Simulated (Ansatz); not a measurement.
CsPbBr3:

```
Pb Cs Br
1.0
     5.87000    0.00000    0.00000
     0.00000    5.87000    0.00000
     0.00000    0.00000    5.87000
Pb Cs Br
1 1 3
Direct
  0.50000 0.50000 0.50000
  0.00000 0.00000 0.00000
  0.50000 0.50000 0.00000
  0.50000 0.00000 0.50000
  0.00000 0.50000 0.50000
```

Measurements of this composition are mostly on another form, of space group No. 62.

* Program: Ansatz 0.2.0
* Task: relaxation of cell and atoms
* Functional: PBE
* Potentials or basis: Ansatz PAW
* Cutoff: 420 eV (not typed: the program's choice for these potentials)
* k mesh: 5 × 5 × 5
* Occupations: fermi-dirac, width 0.05 eV
* Spin: no spin polarisation

At the start: volume 40.45 Å³/atom.

Question: Where does the relaxation end?

Answer: It ends after 5 steps and the volume is 43.17 Å³/atom (+6.7 %); space group Pm-3m (No. 221, to 0.05 Å).

The path:
```tsv
step	energy change (eV)	largest force (eV/Å)	volume (Å³)
1	0.0000	0.0000	202.26
2	-0.0455	0.0000	209.91
3	-0.0552	0.0000	215.23
4	-0.0553	0.0000	215.87
5	-0.0559	0.0000	215.87
```

Final structure:
```yaml
crystal:
  lattice:
    - [5.99876, 0.00000, 0.00000]
    - [0.00000, 5.99876, 0.00000]
    - [0.00000, 0.00000, 5.99876]
  atoms:
    - { symbol: Pb, position: [0.50000, 0.50000, 0.50000] }
    - { symbol: Cs, position: [0.00000, 0.00000, 0.00000] }
    - { symbol: Br, position: [0.50000, 0.50000, 0.00000] }
    - { symbol: Br, position: [0.50000, 0.00000, 0.50000] }
    - { symbol: Br, position: [0.00000, 0.50000, 0.50000] }
```

Caveat: the plane-wave basis is chosen anew once the cell has moved, so the energies of steps on either side of that aren't comparable.
